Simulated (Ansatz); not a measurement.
## Elastic constants of CuO: input and output

Computed with DFT PBE, scalar-relativistic, plane waves, PAW (Ansatz 0.2.0).

Launched with:
```bash
ansatz run input.yaml --threads 4 --pin off --max-ram 12288MiB --backend cpu --events-out ev --progress --plain --runs-dir out
```

Input (bare energies are in eV):
```yaml
crystal:
  lattice:
    - [2.0778435365, -2.0830313338, 0.1659522508]
    - [2.0778435365, 2.0830313338, 0.1659522508]
    - [-0.410749048, 0.0, 5.1426196738]
  atoms:
    - { symbol: Cu, position: [-0.00575, 0.49425, 0.00185] }
    - { symbol: Cu, position: [0.49425, -0.00575, 0.50185] }
    - { symbol: O, position: [0.4942507663, 0.4942492337, 0.25185] }
    - { symbol: O, position: [0.4942492337, 0.4942507663, 0.75185] }
basis:
  ecutwfc: 420
kpoints:
  mp_grid: { grid: [14, 14, 8] }
hamiltonian:
  xc: pbe
scf:
  occupations: { method: fermi_dirac, width: 0.15 }
output:
  forces: true
  stress: true
  eigenvalues: true
elastic:
  mode: clamped_ion
  amplitude: 0.005
  stencil: two_point
```

From the output:
```
--- Elastic constants: 6 strain directions × 2 members + reference (group order 8) ---
  dense FFT box of the reference and of every strained cell: 20×20×36
  strains applied: 11, 22, 33, 23, 13, 12; error gains: componentwise 1.00 (the most a stress slope's error grows in a printed constant), spectral 1.00 (1 for all six strains in a standard setting)
  C = ∂σ_k/∂η_j (tension-positive GPa; Voigt order 11 22 33 23 13 12):
       145.935    129.433    118.841      0.000     -5.793     -0.000
       129.437    144.777    118.589      0.000      0.872      0.000
       118.814    118.547    330.226      0.000     -9.023     -0.000
        -0.000     -0.000     -0.000     49.684      0.000      1.552
        -5.791      0.875     -9.021     -0.000     49.840     -0.000
        -0.000      0.000      0.000      1.552     -0.000     68.995
  reference stress σ⁰ (GPa):      0.005     -0.005     -0.001      0.000      0.000     -0.000
  C* (energy form; C + prestress term) asymmetry max|C*_kj − C*_jk| = 3.732e-2 GPa — a small one proves nothing (zero by symmetry where the batch's group is 432, −43m or m−3m); a large one is finite-difference/SCF noise where every solve ...
  moduli (Voigt/Reuss/Hill, GPa): K = 150.51/135.70/143.10   G = 50.64/25.11/37.88   E = 104.42   ν = 0.378
  mechanically stable: yes (min eigenvalue of sym C = 15.27 GPa)
  strain η (Voigt 11):  stress-route row diagonal C_11 = 145.93 GPa, energy-path curvature d²(F+E_count+ΔE)/dδ²/Ω₀ = 146.15 GPa
         δ    σ_11 (GPa) F (eV) n_scf n_hpsi n_pw
    -5.000e-3      -0.7289      -14382.6495556      10  289908    896
     5.000e-3       0.7304      -14382.6495271       8  237886    901
  strain η (Voigt 22):  stress-route row diagonal C_22 = 144.78 GPa, energy-path curvature d²(F+E_count+ΔE)/dδ²/Ω₀ = 144.98 GPa
         δ    σ_22 (GPa) F (eV) n_scf n_hpsi n_pw
    -5.000e-3      -0.7334      -14382.6495328       9  164943    896
     5.000e-3       0.7143      -14382.6495617       8  157877    901
  strain η (Voigt 33):  stress-route row diagonal C_33 = 330.23 GPa, energy-path curvature d²(F+E_count+ΔE)/dδ²/Ω₀ = 330.21 GPa
         δ    σ_33 (GPa) F (eV) n_scf n_hpsi n_pw
    -5.000e-3      -1.6709      -14382.6488994       9  260605    890
     5.000e-3       1.6314      -14382.6488995       8  233247    905
  strain η (Voigt 23):  stress-route row diagonal C_44 = 49.68 GPa, energy-path curvature d²(F+E_count+ΔE)/dδ²/Ω₀ = 49.76 GPa
         δ    σ_23 (GPa) F (eV) n_scf n_hpsi n_pw
    -5.000e-3      -0.2484      -14382.6498688      11  472827    896
     5.000e-3       0.2484      -14382.6498688       9  445903    896
  strain η (Voigt 13):  stress-route row diagonal C_55 = 49.84 GPa, energy-path curvature d²(F+E_count+ΔE)/dδ²/Ω₀ = 49.92 GPa
         δ    σ_13 (GPa) F (eV) n_scf n_hpsi n_pw
    -5.000e-3      -0.2484      -14382.6498693       9  253122    896
     5.000e-3       0.2500      -14382.6498643       8  226895    896
  strain η (Voigt 12):  stress-route row diagonal C_66 = 69.00 GPa, energy-path curvature d²(F+E_count+ΔE)/dδ²/Ω₀ = 69.17 GPa
         δ    σ_12 (GPa) F (eV) n_scf n_hpsi n_pw
    -5.000e-3      -0.3450      -14382.6498292      12  487349    896
     5.000e-3       0.3450      -14382.6498292       9  449291    896
```

It took 2.4 min on 4 threads of Arm Neoverse V1, on a shared host, peak memory 1.1 GiB.

In a metal, frequencies and elastic constants depend on the k mesh and the smearing, soft modes and shear constants most. Spin polarisation was left out, and a magnetic state may lie lower. A semilocal functional can close a gap that the real compound has.

The least eigenvalue is 15.3 GPa; in a metal on this mesh the verdict on stability isn't firm within about 20 GPa or a tenth of the bulk modulus.

Clamped-ion constants are upper bounds: once the atoms relax, a strain can turn out softer or unstable.

This form isn't the usual stable structure of the compound.